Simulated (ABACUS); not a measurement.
# SnTe (Fm-3m) in ABACUS: settings compared

One crystal, SnTe, is run at these levels: PBE, HSE-type (share 0.1, screening 0.11/bohr), HSE-type (share 0.25, screening 0.11/bohr), HSE-type (share 0.4, screening 0.11/bohr); tasks: single point.

Program: ABACUS 3.10.1. These are calculated values, not measurements. Logs are shortened: lines on timing, memory, paths and dates and some standing lists are left out, and cuts for length are marked.

**1. The structure**

Symmetry: Fm-3m, No. 225, cubic system. Conventional cell: a = 6.302 Å, b = 6.302 Å, c = 6.302 Å, α = 90.00°, β = 90.00°, γ = 90.00°. Around Te (site symmetry m-3m) lie 6 Sn at 3.15 Å. Sn (site symmetry m-3m) has 6 Te at 3.15 Å as nearest neighbours.

**2. Single point, PBE**

File INPUT:

```
INPUT_PARAMETERS
suffix              SnTe
calculation         scf
basis_type          lcao
pseudo_dir          ./
orbital_dir         ./
symmetry            1
dft_functional      pbe
ecutwfc             100
pseudo_rcut         7
nspin               1
nbands              19
ks_solver           genelpa
smearing_method     fd
smearing_sigma      0.00367493
scf_thr             1e-07
scf_nmax            100
mixing_type         broyden
mixing_beta         0.7
cal_force           1
cal_stress          1
out_mul             1
```

File STRU:

```
ATOMIC_SPECIES
Te 127.6000 Te_ONCV_PBE-1.2.upf
Sn 118.7100 Sn_ONCV_PBE-1.2.upf

NUMERICAL_ORBITAL
Te_confined-atom_8au_2s2p2d.orb
Sn_confined-atom_8au_2s2p2d.orb

LATTICE_CONSTANT
1.8897261246

LATTICE_VECTORS
0.0000000000 3.1508500000 3.1508500000
3.1508500000 0.0000000000 3.1508500000
3.1508500000 3.1508500000 0.0000000000

ATOMIC_POSITIONS
Direct

Te
0.0
1
0.5000000000 0.5000000000 0.5000000000 1 1 1

Sn
0.0
1
0.0000000000 0.0000000000 0.0000000000 1 1 1
```

File KPT:

```
K_POINTS
0
Gamma
3 3 3 0 0 0
```

Potentials or basis: SG15 ONCV 1.2 PBE, DZP LCAO (the cutoffs set its grid).

Command:

```
$ OMP_NUM_THREADS=1 mpirun -np 8 abacus > log
```

running log:

```text
ABACUS v3.10.1

               Atomic-orbital Based Ab-initio Computation at UStc

 ------------------------------------------------------------------------------------

 READING GENERAL INFORMATION
                           global_out_dir = OUT.SnTe/
                           global_in_card = INPUT
                               pseudo_dir = ./
                              orbital_dir = ./
                                    DSIZE = 8
                                    GSIZE = 1

 READING UNITCELL INFORMATION
                                    ntype = 2
                  lattice constant (Bohr) = 1.88973
              lattice constant (Angstrom) = 1

 READING ATOM TYPE 1
                               atom label = Te
                      L=0, number of zeta = 2
                      L=1, number of zeta = 2
                      L=2, number of zeta = 2
             number of atom for this type = 1

 READING ATOM TYPE 2
                               atom label = Sn
                      L=0, number of zeta = 2
                      L=1, number of zeta = 2
                      L=2, number of zeta = 2
             number of atom for this type = 1

                        TOTAL ATOM NUMBER = 2
DIRECT COORDINATES
    atom                   x                   y                   z     mag                  vx                  vy                  vz
taud_Te1            0.5000000000        0.5000000000        0.5000000000  0.0000        0.0000000000        0.0000000000        0.0000000000
taud_Sn1            0.0000000000        0.0000000000        0.0000000000  0.0000        0.0000000000        0.0000000000        0.0000000000

                          Volume (Bohr^3) = 422.192
                             Volume (A^3) = 62.5623

 Lattice vectors: (Cartesian coordinate: in unit of a_0)
                   +0            +3.15085            +3.15085
             +3.15085                  +0            +3.15085
             +3.15085            +3.15085                  +0
 Reciprocal vectors: (Cartesian coordinate: in unit of 2 pi/a_0)
            -0.158687           +0.158687           +0.158687
            +0.158687           -0.158687           +0.158687
            +0.158687           +0.158687           -0.158687
 The esolver type has been set to : ksdft_lcao

                PAO radial cut off (Bohr) = 7

 Read in pseudopotential file is Te_ONCV_PBE-1.2.upf
                     pseudopotential type = NC
          exchange-correlation functional = PBE
                 nonlocal core correction = 0
                        valence electrons = 16
                                     lmax = 2
                           number of zeta = 0
[... 7 lines left out ...]
                PAO radial cut off (Bohr) = 7

 Read in pseudopotential file is Sn_ONCV_PBE-1.2.upf
                     pseudopotential type = NC
          exchange-correlation functional = PBE
                 nonlocal core correction = 0
                        valence electrons = 14
                                     lmax = 2
                           number of zeta = 0
[... 8 lines left out ...]

 SETUP THE ELECTRONS NUMBER
            electron number of element Te = 16
      total electron number of element Te = 16
            electron number of element Sn = 14
      total electron number of element Sn = 14
            AUTOSET number of electrons:  = 30
                           occupied bands = 15
                                   NLOCAL = 36
                                   NBANDS = 19
                                   NBANDS = 19
                                   NLOCAL = 36

%%%%%%%%%%%%%%%%%%%%%%%%%%%%%%%%%%%%%%%%%%%%%%%%%%%%%%%%%%%%%%%%%%%%%%%%%%%%%%%%%%%%%%%%%%%%%%%%%%%%%%%%%%
 Warning: the number of valence electrons in pseudopotential > 6 for Te: [Kr] 4d10 5s2 5p4
 Warning: the number of valence electrons in pseudopotential > 4 for Sn: [Kr] 4d10 5s2 5p2
 Pseudopotentials with additional electrons can yield (more) accurate outcomes, but may be less efficient.
 If you're confident that your chosen pseudopotential is appropriate, you can safely ignore this warning.
%%%%%%%%%%%%%%%%%%%%%%%%%%%%%%%%%%%%%%%%%%%%%%%%%%%%%%%%%%%%%%%%%%%%%%%%%%%%%%%%%%%%%%%%%%%%%%%%%%%%%%%%%%

 SETUP THE PLANE WAVE BASIS
 energy cutoff for charge/potential (unit:Ry) = 400
            fft grid for charge/potential = [ 54, 54, 54 ]
                        fft grid division = [ 2, 2, 2 ]
        big fft grid for charge/potential = [ 27, 27, 27 ]
                                     nbxx = 2916
                                     nrxx = 23328

 SETUP PLANE WAVES FOR CHARGE/POTENTIAL
                    number of plane waves = 57001
                         number of sticks = 1945

 PARALLEL PW FOR CHARGE/POTENTIAL
     PROC   COLUMNS(POT)             PW
        1            243           7125
        2            243           7125
[... 48 lines left out ...]
 SETUP K-POINTS
                                    nspin = 1
                   Input type of k points = Monkhorst-Pack(Gamma)
                                   nkstot = 27
                       right hand lattice = 1
(for reciprocal lattice: )
                             BRAVAIS TYPE = 2
                     BRAVAIS LATTICE NAME = 02. Cubic I (body-centered)
                                    ibrav = 2
                       right hand lattice = 1
(for k-lattice: )
                             BRAVAIS TYPE = 2
                     BRAVAIS LATTICE NAME = 02. Cubic I (body-centered)
                                    ibrav = 2
                       right hand lattice = 1
                        ROTATION MATRICES = 48
                               nkstot_ibz = 4
K-POINTS REDUCTION ACCORDING TO SYMMETRY
     IBZ    DIRECT_X    DIRECT_Y    DIRECT_Z  WEIGHT  ibz2bz
       1  0.00000000  0.00000000  0.00000000  0.0370       0
       2  0.33333333  0.33333333  0.33333333  0.2963       1
       3  0.33333333  0.33333333  0.00000000  0.2222       4
       4 -0.33333333  0.33333333  0.33333333  0.4444       5

                               nkstot now = 4
[... K-POINTS DIRECT COORDINATES: 4 rows ...]

           k-point number in this process = 4
       minimum distributed K point number = 4
[... stars of the k points ...]

[... K-POINTS CARTESIAN COORDINATES: 4 rows ...]

[... K-POINTS DIRECT COORDINATES: 4 rows ...]

 SETUP PLANE WAVES FOR WAVE FUNCTIONS
     energy cutoff for wavefunc (unit:Ry) = 100
              fft grid for wave functions = [ 54, 54, 54 ]
                    number of plane waves = 8393
                         number of sticks = 547

 PARALLEL PW FOR WAVE FUNCTIONS
     PROC   COLUMNS(POT)             PW
        1             68           1049
        2             69           1051
        3             69           1051
        4             69           1050
        5             68           1048
        6             68           1048
        7             68           1048
        8             68           1048
 --------------- sum -------------------
        8            547           8393

 SET NONLOCAL PSEUDOPOTENTIAL PROJECTORS
 SET NONLOCAL PSEUDOPOTENTIAL PROJECTORS
 max number of nonlocal projetors among all species is 6

 -------------------------------------------
 SELF-CONSISTENT
 -------------------------------------------

 SETUP SEARCHING RADIUS FOR PROGRAM TO SEARCH ADJACENT ATOMS
                  longest orb rcut (Bohr) = 8
   longest nonlocal projector rcut (Bohr) = 3.44
                     search radius (Bohr) = 22.9
              searching radius is (Bohr)) = 22.9
         searching radius unit is (Bohr)) = 1.89
                         PeriodicBoundary = 1
                        Radius(unit:lat0) = 12.1
                                   glayer = [ 5, 5, 5 ]
                             glayer_minus = [ 4, 4, 4 ]

Find the coordinate range of the input atom(unit:lat0).
                                  min_tau = [ -25.2, -25.2, -25.2 ]
                                  max_tau = [ 28.4, 28.4, 28.4 ]
                                BoxNumber = [ 9, 9, 9 ]

 SETUP EXTENDED REAL SPACE GRID FOR GRID INTEGRATION
                          real space grid = [ 54, 54, 54 ]
                 big cell numbers in grid = [ 27, 27, 27 ]
             meshcell numbers in big cell = [ 2, 2, 2 ]
                        extended fft grid = [ 32, 32, 32 ]
                dimension of extened grid = [ 92, 92, 92 ]
                            UnitCellTotal = 125
              Atom number in sub-FFT-grid = 2
    Local orbitals number in sub-FFT-grid = 36
                                ParaV.nnr = 10125
                                 init_chg = atomic

 LCAO ALGORITHM --------------- ION=   1  ELEC=   1--------------------------------

 Density error is 0.0248166540188
----------------------------------------------------------
     Energy           Rydberg                 eV
----------------------------------------------------------
 E_KohnSham     -295.4557172059      -4019.8812606765
 E_Harris       -295.7048878455      -4023.2714011493
 E_Fermi        0.8344375637         11.3531054920
----------------------------------------------------------
[... 69 lines left out ...]
 Density error is 9.25900665474e-08
----------------------------------------------------------
     Energy           Rydberg                 eV
----------------------------------------------------------
 E_KohnSham     -295.4622840992      -4019.9706078440
 E_KS(sigma->0) -295.4622840908      -4019.9706077300
 E_Harris       -295.4622847270      -4019.9706163857
 E_band         -22.9483922972       -312.2288951808
 E_one_elec     -114.6705084190      -1560.1723070552
 E_Hartree      67.4668090143        917.9330284721
 E_xc           -33.2389970308       -452.2397554233
 E_Ewald        -215.0195876470      -2925.4915736096
 E_entropy(-TS) -0.0000000168        -0.0000002280
 E_descf        0.0000000000         0.0000000000
 E_exx          0.0000000000         0.0000000000
 E_Fermi        0.8277363024         11.2619301547
----------------------------------------------------------

 charge density convergence is achieved
 final etot is -4019.9706078 eV
 EFERMI = 11.261930155 eV

 STATE ENERGY(eV) AND OCCUPATIONS    NSPIN == 1
 1/4 kpoint (Cartesian) = 0.0000 0.0000 0.0000 (886 pws)
       1       -25.9833      0.0740741
       2       -25.9833      0.0740741
       3       -25.9744      0.0740741
       4       -25.9744      0.0740741
       5       -25.9744      0.0740741
       6       -10.8865      0.0740741
[... 77 lines left out ...]
 correction force for each atom along direction 1 is 2.43946e-14
 correction force for each atom along direction 2 is 1.29107e-14
 correction force for each atom along direction 3 is -1.09496e-14
------------------------------------------------------------------------------------------
 TOTAL-FORCE (eV/Angstrom)
------------------------------------------------------------------------------------------
                       Te1         0.0000000000         0.0000000000         0.0000000000
                       Sn1         0.0000000000         0.0000000000         0.0000000000
------------------------------------------------------------------------------------------

----------------------------------------------------------------
 TOTAL-STRESS (KBAR)
----------------------------------------------------------------
        31.5165038636         0.0000000000         0.0000000000
        -0.0000000000        31.5165038636        -0.0000000000
         0.0000000000         0.0000000000        31.5165038636
----------------------------------------------------------------
 TOTAL-PRESSURE: 31.516504 KBAR

 --------------------------------------------
 !FINAL_ETOT_IS -4019.9706078440299279 eV
 --------------------------------------------
```

It took 1.8 s on 8 MPI ranks of AMD EPYC 9R45 (Zen 5), shared host; peak memory 0.8 GiB.

What came out:

| Quantity | Value |
| --- | --- |
| Free energy | -4019.9706 eV |
| Pressure | 3.2 GPa |
| Mulliken charges | Te -0.11; Sn +0.11 e |

Caveat: the k mesh is coarse (spacing up to 0.58 Å⁻¹), so the values aren't converged; the atomic orbitals were generated for these runs and aren't a published set; Mulliken charges move with the basis; this odd mesh misses L, where the gap lies, so gap, dielectric constants and Born charges aren't listed; the basis of atomic orbitals isn't converged, which shifts pressures, moduli and gaps. The run has no spin-orbit coupling, so splittings on Te are missing.

**3. Single point, HSE-type (share 0.1, screening 0.11/bohr)**

INPUT, as its differences from that of step 2:

```diff
@@ -7,3 +7,3 @@
 symmetry            1
-dft_functional      pbe
+dft_functional      hse
 ecutwfc             100
@@ -19,4 +19,10 @@
 mixing_beta         0.7
-cal_force           1
-cal_stress          1
+exx_hybrid_alpha    0.1
+exx_hse_omega       0.11
+exx_separate_loop   1
+scf_ene_thr         1e-05
+exx_pca_threshold   0.001
 out_mul             1
+out_chg             1
+out_pot             2
+out_elf             1
```

STRU is that of step 2.

KPT is that of step 2.

Potentials or basis: SG15 ONCV 1.2 PBE, DZP LCAO (the cutoffs set its grid).

Command:

```
$ OMP_NUM_THREADS=8 abacus > log
```

Wall time 82 s (8 threads of AMD EPYC 9R45 (Zen 5), shared host); peak memory 3.7 GiB.

It converged, with:

```
Free energy      : -4013.2465 eV
Mulliken charges : Te -0.08; Sn +0.08 e
```

Levels at points of the mesh, in eV from the Fermi level:
| k point | band 13 | band 14 | band 15 | band 16 | band 17 | band 18 |
| --- | --- | --- | --- | --- | --- | --- |
| (0.00, 0.00, 0.00) | -2.47 | -2.47 | -2.47 | 3.50 | 3.50 | 3.50 |

Caveat: the k mesh is coarse (spacing up to 0.58 Å⁻¹), so the values aren't converged, least of all with exact exchange; the atomic orbitals were generated for these runs and aren't a published set; gaps of hybrids in this basis differ from plane-wave ones by up to 0.1 eV; Mulliken charges move with the basis; this odd mesh misses L, where the gap lies, so gap, dielectric constants and Born charges aren't listed; the potentials were made for another functional, which shifts forces and pressure; the basis of atomic orbitals isn't converged, which shifts pressures, moduli and gaps. Spin-orbit coupling is left out, which matters for the levels of Te.

**4. Single point, HSE-type (share 0.25, screening 0.11/bohr)**

INPUT, as its differences from that of step 3:

```diff
@@ -19,3 +19,3 @@
 mixing_beta         0.7
-exx_hybrid_alpha    0.1
+exx_hybrid_alpha    0.25
 exx_hse_omega       0.11
@@ -25,4 +25 @@
 out_mul             1
-out_chg             1
-out_pot             2
-out_elf             1
```

STRU is that of step 3.

KPT is that of step 3.

Command:

```
$ OMP_NUM_THREADS=8 abacus > log
```

Run time: 89 s. Hardware: 8 threads of AMD EPYC 9R45 (Zen 5), shared host; peak memory 3.7 GiB.

The run converged. Its results:

```yaml
Free_energy: -4002.9108 eV
Mulliken_charges: Te -0.10; Sn +0.10 e
```

Levels at points of the mesh, in eV from the Fermi level:
```tsv
k point	band 13	band 14	band 15	band 16	band 17	band 18
(0.00, 0.00, 0.00)	-2.79	-2.79	-2.79	3.69	3.69	3.69
```

Caveat: the k mesh is coarse (spacing up to 0.58 Å⁻¹), so the values aren't converged, least of all with exact exchange; the atomic orbitals were generated for these runs and aren't a published set; gaps of hybrids in this basis differ from plane-wave ones by up to 0.1 eV; Mulliken charges move with the basis; this odd mesh misses L, where the gap lies, so gap, dielectric constants and Born charges aren't listed; the potentials were made for another functional, which shifts forces and pressure; the basis of atomic orbitals isn't converged, which shifts pressures, moduli and gaps. The run has no spin-orbit coupling, so splittings on Te are missing.

**5. Single point, HSE-type (share 0.4, screening 0.11/bohr)**

INPUT, as its differences from that of step 4:

```diff
@@ -19,3 +19,3 @@
 mixing_beta         0.7
-exx_hybrid_alpha    0.25
+exx_hybrid_alpha    0.4
 exx_hse_omega       0.11
@@ -25 +25,4 @@
 out_mul             1
+out_chg             1
+out_pot             2
+out_elf             1
```

STRU is that of step 4.

KPT is that of step 4.

Command:

```
$ OMP_NUM_THREADS=8 abacus > log
```

Run time: 1.7 min. Hardware: 8 threads of AMD EPYC 9R45 (Zen 5), shared host; peak memory 3.7 GiB.

Results (log left out):

- Free energy: -3992.6287 eV
- Mulliken charges: Te -0.13; Sn +0.13 e

Levels at points of the mesh, in eV from the Fermi level:
```tsv
k point	band 12	band 13	band 14	band 15	band 16	band 17	band 18	band 19
(0.00, 0.00, 0.00)	-5.90	-3.11	-3.11	-3.11	3.90	3.90	3.90	5.89
```

Caveat: the k mesh is coarse (spacing up to 0.58 Å⁻¹), so the values aren't converged, least of all with exact exchange; the atomic orbitals were generated for these runs and aren't a published set; gaps of hybrids in this basis differ from plane-wave ones by up to 0.1 eV; Mulliken charges move with the basis; this odd mesh misses L, where the gap lies, so gap, dielectric constants and Born charges aren't listed; the potentials were made for another functional, which shifts forces and pressure; the basis of atomic orbitals isn't converged, which shifts pressures, moduli and gaps. Spin-orbit coupling is left out, which matters for the levels of Te.
